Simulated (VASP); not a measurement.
Wanted: the native input for a VASP 6.6.1 run.

| Quantity | Value |
| --- | --- |
| Task | relaxation of cell and atoms |
| Functional | PBEsol |
| Potentials or basis | VASP PAW PBE potentials, release 64 (Ba_sv) |
| Cutoff | 300 eV |
| k mesh | 12 × 12 × 12 |
| Occupations | gaussian, width 0.1 eV |
| Spin | no spin polarisation |
| Further INCAR settings | ALGO = Normal; EDIFF = 1e-07; IBRION = 2; EDIFFG = -0.005; NSW = 90; ISIF = 3 |

The structure of Ba lies in POSCAR:

```
Ba
1.0
   -2.5125000000      2.5125000000      2.5125000000
    2.5125000000     -2.5125000000      2.5125000000
    2.5125000000      2.5125000000     -2.5125000000
Ba
1
Direct
    0.0000000000      0.0000000000      0.0000000000
```

One way to write it, as run:

INCAR

```
PREC = Accurate ; ENCUT = 300
EDIFF = 1E-7 ; ISMEAR = 0
SIGMA = 0.1 ; LREAL = F
LASPH = T ; NELM = 60
ALGO = Normal ; ISIF = 3
LWAVE = F ; LCHARG = F
GGA = PS ; IBRION = 2
NSW = 90 ; EDIFFG = -0.005
```

KPOINTS

```
Automatic mesh
0
Gamma
  12 12 12
```

Potentials or basis: VASP PAW PBE potentials, release 64 (Ba_sv).

The run is started by

```sh
$ cat potpaw_PBE.64/Ba_sv/POTCAR > POTCAR
$ mpirun -np 1 vasp_std > vasp.out
```

It gave:

```yaml
Relaxed_volume: 58.46 Å³/atom
Relaxed_cell: a = 4.235 Å, b = 4.235 Å, c = 4.235 Å, α = 109.47°, β = 109.47°, γ = 109.47°
Space_group_after_relaxing_to_0.05_Å: Im-3m (No. 229)
Energy_gained_by_relaxing: 10.9 meV/atom
Ionic_steps: 4
Pressure_after_relaxing: 0.0 GPa
Band_gap_on_the_k_mesh: none (metal or under the smearing width)
```

Caveat: the PAW data sets were made with another functional, which shifts forces and pressure a little.

Run time: 39 s on 1 thread of AMD EPYC 9R45 (Zen 5), on a shared host, peak memory 0.13 GiB.
